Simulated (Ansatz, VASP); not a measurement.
**ZnO in VASP and in Ansatz**

Contents of INCAR:

```
ALGO = Normal
EDIFF = 1E-6
EDIFFG = -0.01
ENCUT = 600
GGA = PE
IBRION = 2
ISIF = 4
ISMEAR = 0
IVDW = 13
LASPH = True
LCHARG = False
LREAL = False
LWAVE = False
NELM = 60
NSW = 60
PREC = Accurate
SIGMA = 0.05
```

Contents of KPOINTS:

```
k-points
0
Gamma
  8 8 6
```

Contents of POSCAR:

```
ZnO
1.0
    3.2079815419      0.0000000000      0.0000000000
   -1.6039907709      2.7781935102      0.0000000000
    0.0000000000      0.0000000000      5.1765136861
Zn O
2 2
Direct
    0.3333333333      0.6666666667      0.0015124609
    0.6666666667      0.3333333333      0.5015124609
    0.3333333333      0.6666666667      0.3805875391
    0.6666666667      0.3333333333      0.8805875391
```

Input for Ansatz:

```yaml
crystal:
  lattice:
    - [3.2079815419, 0.0, 0.0]
    - [-1.6039907709, 2.7781935102, 0.0]
    - [0.0, 0.0, 5.1765136861]
  atoms:
    - { symbol: Zn, position: [0.3333333333, 0.6666666667, 0.0015124609] }
    - { symbol: Zn, position: [0.6666666667, 0.3333333333, 0.5015124609] }
    - { symbol: O, position: [0.3333333333, 0.6666666667, 0.3805875391] }
    - { symbol: O, position: [0.6666666667, 0.3333333333, 0.8805875391] }
basis:
  ecutwfc: 420
  ecutrho_ratio: 4
kpoints:
  mp_grid: { grid: [8, 8, 6] }
hamiltonian:
  xc: pbe
  dispersion: d4
scf:
  occupations: { method: gaussian, width: 0.05 }
output:
  forces: true
  stress: true
  eigenvalues: true
relax:
  f_tol: 0.01
  max_steps: 40
  cell: { stress_tol: 0.1, fix: [volume] }
```

Alike in both runs: task relaxation of shape and atoms at fixed volume; functional PBE; dispersion D4; k mesh 8 × 8 × 6; occupations gaussian, width 0.05 eV; no spin polarisation.

|  | VASP | Ansatz |
| --- | --- | --- |
| version | VASP 6.6.1 | Ansatz 0.2.0 |
| potentials or method | VASP PAW PBE potentials, release 64 (Zn, O) | scalar-relativistic, plane waves, PAW |
| plane-wave cutoff (eV) | 600 | 420 |
| valence electrons in the cell | 36 | 36 |

Ansatz gave:

- gap on the k mesh at the Fermi level, each at its own relaxed structure (eV): 0.84
- relaxed volume (Å³/atom): 11.53
- relaxed cell length with the largest relative difference (Å): 5.177

Task: Which values does VASP return?

Result: gap on the k mesh at the Fermi level, each at its own relaxed structure (eV): 0.83; relaxed volume (Å³/atom): 11.53; relaxed cell length with the largest relative difference (Å): 5.177.

Caveats: the relaxation stopped at its first step, so nothing moved.
